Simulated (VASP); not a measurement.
A run of VASP 6.6.1:

Contents of INCAR:

```
PREC = Accurate
ENCUT = 900
EDIFF = 1E-8
ISMEAR = 0
SIGMA = 0.05
LREAL = False
LASPH = True
NELM = 100
ALGO = Normal
ISIF = 2
LWAVE = False
LCHARG = False
GGA = PE
NBANDS = 16
ADDGRID = False
```

File KPOINTS:

```
Automatic mesh
0
Gamma
  10 10 10
```

The input POSCAR:

```
Si
1.0
   -3.3254442900      3.3254442900      1.9223856600
    3.3254442900     -3.3254442900      1.9223856600
    3.3254442900      3.3254442900     -1.9223856600
Si
4
Direct
    0.8211989400      0.1788010600      0.0000000000
    0.1788010600      0.8211989400      0.0000000000
    0.8211989400      0.8211989400      0.6423978800
    0.1788010600      0.1788010600      0.3576021200
```

Potentials or basis: VASP PAW PBE potentials, release 64 (Si).

Run with:

```sh
$ cat potpaw_PBE.64/Si/POTCAR > POTCAR
$ mpirun -np 1 vasp_std > vasp.out
```

Hardware: 1 thread of AMD EPYC 9R14 (Zen 4) (shared host).

Task: Estimate the wall time of this run.

Result: It took 4.4 min on 1 thread of AMD EPYC 9R14 (Zen 4), with other jobs on the host, peak memory 0.43 GiB. Counts: scf iterations 16, k points 102.
